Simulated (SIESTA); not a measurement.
**Converging the k-point mesh: NaBr (I4mm, 2 atoms in the cell)**

```yaml
crystal:
  lattice:
    - [0.00000, 2.97008, 2.97008]
    - [2.97008, 0.00000, 2.97008]
    - [2.97008, 2.97008, 0.00000]
  atoms:
    - { symbol: Na, position: [0.00842, 0.00842, 0.99158] }
    - { symbol: Br, position: [0.50000, 0.50000, 0.50000] }
```

Method: SIESTA 5.4.2 with GGA PBE, numerical atomic orbitals DZP, PseudoDojo PBE standard norm-conserving potentials (rewritten from UPF to PSML).

Base settings: XC.functional = GGA; XC.authors = PBE; potentials = PseudoDojo PBE standard; PAO.BasisSize = DZP; PAO.EnergyShift = 0.01 Ry; MeshCutoff = 350 Ry; kgrid.MonkhorstPack = 7 7 7; OccupationFunction = FD; ElectronicTemperature = 232.09 K; MaxSCFIterations = 150.

The second cell is the first with its lattice scaled by 0.98.

Only quantities that move along the ladder and can be compared are tabulated.

Core times come from one kind of shared machine, to one figure; runs under 30 s give none.

The starting cell has typed, rounded lattice constants, without a prior relaxation at this level. Its lattice was rescaled by up to half a per cent. One atom was moved a little off its site on purpose. Values carry the incompleteness of an atom-centred basis.

Steps (kgrid.MonkhorstPack): 2 2 2; 3 3 3; 4 4 4; 5 5 5; 6 6 6; 7 7 7; 8 8 8; 9 9 9; 10 10 10; 11 11 11; 12 12 12; 14 14 14; 15 15 15; 17 17 17; 19 19 19; 21 21 21.

**Question.** What is the coarsest kgrid.MonkhorstPack that holds the free energy within 2 meV/atom of the last step, with all finer ones?

**Answer.** 4 4 4; the step before is off by 9.6 meV/atom.

**Question.** What is the coarsest kgrid.MonkhorstPack that holds the pressure within 0.05 GPa of the last step, with all finer ones?

**Answer.** 4 4 4; the step before is off by 0.11 GPa.

**Question.** What is the coarsest kgrid.MonkhorstPack that holds the forces within 0.01 eV/Å of the last step, with all finer ones?

**Answer.** 3 3 3; the step before is off by 0.013 eV/Å.

```csv
kgrid.MonkhorstPack,free energy less the last step's (meV/atom),energy of the compressed cell less the first (meV/atom),pressure (GPa),largest difference of a force vector from the last step's (eV/Å),gap on the mesh (eV),core time / last (rough)
2 2 2,179.89,41.35,3.15,0.013,4.182,–
3 3 3,9.62,18.65,0.97,0.005,4.289,–
4 4 4,0.61,17.40,0.89,0.002,4.302,–
5 5 5,-0.09,16.99,0.86,0.001,4.305,–
6 6 6,-0.09,17.08,0.87,0.000,4.305,–
7 7 7,-0.06,17.05,0.87,0.000,4.305,–
8 8 8,-0.02,17.05,0.87,0.000,4.305,–
9 9 9,0.00,17.06,0.87,0.000,4.305,–
10 10 10,0.00,17.06,0.87,0.000,4.305,–
11 11 11,0.00,17.06,0.87,0.000,4.305,–
12 12 12,0.00,17.06,0.87,0.000,4.305,–
14 14 14,0.00,17.06,0.87,0.000,4.305,0.4
15 15 15,0.00,17.06,0.87,0.000,4.305,–
17 17 17,0.00,17.06,0.87,0.000,4.305,0.5
19 19 19,0.00,17.06,0.87,0.000,4.305,0.7
21 21 21,0.00,17.06,0.87,0.000,4.305,1
```
